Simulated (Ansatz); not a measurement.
# SrO: the cost of one run

Method: reference: DFT, PBE, plane waves, PAW, in Ansatz 0.2.0.

3 further runs of the same task are left out: 3 that didn't finish.

**1. The system as given**

It takes space group P6_3/mmc (No. 194, hexagonal). The conventional cell has a = 4.270 Å, b = 4.270 Å, c = 5.144 Å, α = 90.00°, β = 90.00°, γ = 120.00°. Sr (site symmetry -6m2) has 5 O at 2.47 to 2.57 Å as nearest neighbours. O (site symmetry -6m2) is surrounded by 5 Sr at 2.47 to 2.57 Å.

Coordinates:

```
Sr O
1.0
     4.27003    0.00000    0.00000
    -2.13501    3.69795    0.00000
     0.00000    0.00000    5.14446
Sr O
2 2
Direct
  0.33333 0.66667 0.25000
  0.66667 0.33333 0.75000
  0.66667 0.33333 0.25000
  0.33333 0.66667 0.75000
```

**2. The reference run**

File input.yaml:

```yaml
crystal:
  lattice:
    - [4.2700252809, 0.0, 0.0]
    - [-2.1350126404, 3.697950368, 0.0]
    - [0.0, 0.0, 5.1444569793]
  atoms:
    - { symbol: Sr, position: [0.3333333333, 0.6666666667, 0.25] }
    - { symbol: Sr, position: [0.6666666667, 0.3333333333, 0.75] }
    - { symbol: O, position: [0.6666666667, 0.3333333333, 0.25] }
    - { symbol: O, position: [0.3333333333, 0.6666666667, 0.75] }
kpoints:
  mp_grid: { grid: [6, 6, 4] }
hamiltonian:
  xc: pbe
scf:
  occupations: { method: fixed }
  n_extra_bands: 5
output:
  forces: true
  stress: true
  eigenvalues: true
  write_density: true
  write_potential: true
  elf: true
  volumetric_format: npy
```

On the command line:

```sh
$ ansatz run input.yaml --threads 4 --pin off --max-ram 3686MiB --backend cpu --events-out ev --progress --plain --runs-dir out
```

Q: Estimate wall time and peak memory on 4 threads of an x86-64 CPU, shared host.

About 1.9 s, with a peak of 0.38 GiB.
